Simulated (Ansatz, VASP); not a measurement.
One calculation of P, two programs

```xyz
2
Lattice="3.1239 0.0000 0.0000 -1.5619 2.7054 0.0000 0.0000 0.0000 28.0000" Properties=species:S:1:pos:R:3 pbc="T T T"
P     0.0000    1.8036   14.6377
P     1.5619    0.9018   13.3623
```

Change from the starting cell: biaxial strain -0.040, atoms relaxed.

Alike in both runs: functional PBE; dispersion D3(BJ); k mesh 9 × 9 × 1; occupations gaussian, width 0.02 eV; no spin polarisation.

Ansatz relaxed the structure, and its values are those at the end. VASP's run is a single point on that final structure, the one shown.

|  | VASP | Ansatz |
| --- | --- | --- |
| version | VASP 6.6.1 | Ansatz 0.2.0 |
| potentials or method | VASP PAW PBE potentials, release 64 (P) | scalar-relativistic, plane waves, PAW |
| plane-wave cutoff (eV) | 520 | 420 |
| valence electrons in the cell | 10 | 10 |

|  | VASP | Ansatz | Ansatz less VASP |
| --- | --- | --- | --- |
| gap on the k mesh at the Fermi level (eV) | 1.22 | 1.24 | +0.024 |
| least direct gap on the mesh (eV) | 2.50 | 2.45 | -0.048 |
| rms of the force components (eV/Å) | 0.064 | 0.001 | -0.0627 |

Ansatz warned: «stress_scf_threshold_loose».
